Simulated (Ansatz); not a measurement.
## Al: course of a relaxation

These are results of Ansatz, DFT PBEsol, scalar-relativistic, plane waves, PAW, not measurements. Settings: 420 eV cutoff, 18×18×14 k-mesh, Gaussian smearing of 0.10 eV, no spin polarisation.

What was changed: biaxial strain in the a-b plane, c and atoms relaxed: -4.5 %.

Command:

```bash
ansatz run input.yaml --threads 1 --pin off --max-ram 2560MiB --backend cpu --events-out ev --progress --plain --runs-dir out
```

Input:

```yaml
crystal:
  lattice:
    - [1.9173499666, 1.9173499666, 0.0]
    - [-1.9173499666, 1.9173499666, 0.0]
    - [0.0, 0.0, 4.1238082004]
  atoms:
    - { symbol: Al, position: [0.0, 0.0, 0.0] }
    - { symbol: Al, position: [0.5, 0.5, 0.5] }
basis:
  ecutwfc: 420
kpoints:
  mp_grid: { grid: [18, 18, 14] }
hamiltonian:
  xc: pbesol
scf:
  occupations: { method: gaussian, width: 0.1 }
output:
  forces: true
  stress: true
  eigenvalues: true
relax:
  adjacent_minimum: "off"
  f_tol: 0.008
  max_steps: 40
  cell: { stress_tol: 0.015, fix: [a, b, gamma] }
```

F is the free energy. Steps run on the plane waves of an earlier cell, but the last one, and at times one on the way, on a freshly chosen basis, so a repeated geometry can differ a little in energy. The held parts of the cell keep their stress, so P needn't end at zero.

Steps:

```csv
step,F − F(1) (eV),largest force component (eV/Å),V (Å³/atom),P (GPa)
1,0.0000,0.000,15.160,6.65
2,-0.0064,0.000,15.474,4.76
3,-0.0065,0.000,15.458,4.85
4,-0.0068,0.000,15.458,4.86
5,-0.0068,0.000,15.460,4.85
6,-0.0068,0.000,15.460,4.85
```

Relaxed structure:

```yaml
crystal:
  lattice:
    - [1.91735, 1.91735, 0.00000]
    - [-1.91735, 1.91735, 0.00000]
    - [0.00000, 0.00000, 4.20547]
  atoms:
    - { symbol: Al, position: [0.00000, 0.00000, 0.00000] }
    - { symbol: Al, position: [0.50000, 0.50000, 0.50000] }
```

The structure is tetragonal, space group I4/mmm (No. 139). Conventional cell: a = 2.712 Å, b = 2.712 Å, c = 4.205 Å, α = 90.00°, β = 90.00°, γ = 90.00°. Around Al (site symmetry 4/mmm) lie 12 Al at 2.71 to 2.85 Å.

The run converged. The run took 19 s on 1 thread of AMD EPYC 9R14 (Zen 4), on a shared host, peak memory 0.51 GiB.